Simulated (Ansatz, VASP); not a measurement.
# HfN: VASP beside Ansatz

The input INCAR:

```
ALGO     = Normal         # electronic algorithm
EDIFF    = 1E-8           # SCF threshold, eV
ENCUT    = 520            # plane-wave cutoff, eV
ISIF     = 2              # what is computed and relaxed
ISMEAR   = -1             # smearing method
LASPH    = True           # aspherical terms in the spheres
LCHARG   = False          # write CHGCAR
LEFG     = True         
LREAL    = False          # projectors in reciprocal space
LWAVE    = False          # write WAVECAR
NBANDS   = 14             # bands
NELM     = 100            # most SCF steps
PREC     = Accurate       # precision mode
SIGMA    = 0.03           # smearing width, eV
```

KPOINTS

```
k-points
0
Gamma
  10 10 10
```

POSCAR

```
HfN
1.0
    0.0000000000      2.2590000000      2.2138200000
    2.2590000000      0.0000000000      2.2138200000
    2.2590000000      2.2590000000      0.0000000000
Hf N
1 1
Direct
    0.0000000000      0.0000000000      0.0000000000
    0.5000000000      0.5000000000      0.5000000000
```

Input for Ansatz:

```yaml
crystal:
  lattice:
    - [0.0, 2.259, 2.21382]
    - [2.259, 0.0, 2.21382]
    - [2.259, 2.259, 0.0]
  atoms:
    - { symbol: Hf, position: [0.0, 0.0, 0.0] }
    - { symbol: "N", position: [0.5, 0.5, 0.5] }
kpoints:
  mp_grid: { grid: [10, 10, 10] }
scf:
  occupations: { method: fermi_dirac, width: 0.03 }
hamiltonian:
  xc: lda
  pseudopotentials: { kind: all_electron, datasets: crystal }
output:
  forces: true
  stress: true
  eigenvalues: true
  efg: { contact_densities: true }
```

Change from the starting cell: zz strain of -2 %, crystal datasets.

Alike in both runs: task electric field gradients; functional LDA; k mesh 10 × 10 × 10; occupations fermi-dirac, width 0.03 eV; no spin polarisation.

|  | VASP | Ansatz |
| --- | --- | --- |
| version | VASP 6.6.1 | Ansatz 0.2.0 |
| potentials or method | VASP PAW LDA potentials, release 64 (Hf_pv, N) | all-electron PAW with datasets made for the crystal, scalar-relativistic |
| plane-wave cutoff (eV) | 520 | see its input |

|  | VASP | Ansatz | Ansatz less VASP |
| --- | --- | --- | --- |
| pressure (GPa) | -4.8 | -3.5 | +1.33 |
| largest component of the traceless stress (GPa) | 6.44 | 6.56 | +0.118 |
| Vzz of the field gradient on the site that differs most (V/Å²) | -83.4 | -94.6 | -11.20 |

Ansatz ran all-electron here, so the differences hold the error of VASP's frozen core and of both bases. Ansatz warned: «gradients_without_spin_orbit».

Spin-orbit coupling is left out, which matters for the levels of Hf.
